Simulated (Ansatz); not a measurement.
Piezoelectric tensor of SiC at 7 GPa (stress–strain coefficients)

Level of theory: Ansatz 0.2.0, DFT PBEsol, scalar-relativistic, plane waves, PAW. Cutoff 420 eV, 12×12×6 k-points (Γ-centred), fixed occupations. No spin polarisation.

The cell, relaxed at 7 GPa:
```
CELL_PARAMETERS angstrom
3.04588 0.00000 0.00000
-1.52294 2.63781 0.00000
0.00000 0.00000 4.99718
ATOMIC_POSITIONS crystal
Si 0.33333 0.66667 0.00461
Si 0.66667 0.33333 0.50461
C 0.33333 0.66667 0.38039
C 0.66667 0.33333 0.88039
```

(1) Give the relaxed-ion proper piezoelectric stress tensor e_iJ (C/m², Voigt columns xx yy zz yz xz xy).

(2) With the elastic constants (GPa, Voigt order)
C11 = 538.8, C12 = 136.0, C13 = 77.3, C22 = 538.8, C23 = 77.3, C33 = 583.4, C44 = 152.0, C55 = 152.0, C66 = 201.4 GPa; the others vanish.
find the strain coefficients d = e·C⁻¹ (pC/N).

Results:

(1)
```
x    0.00  0.00  0.00  0.00 -0.15  0.00
y    0.00  0.00  0.00 -0.15  0.00  0.00
z   -0.31 -0.31  0.69  0.00  0.00  0.00
```
Signs follow the orientation of the cell as given.

(2)
```
x    0.00  0.00  0.00  0.00 -1.00  0.00
y    0.00  0.00  0.00 -1.00  0.00  0.00
z   -0.61 -0.61  1.35  0.00  0.00  0.00
```

Cost: 1 run of about 2.6 core-minutes, on Intel Xeon 6975P-C (Granite Rapids) (shared hosts).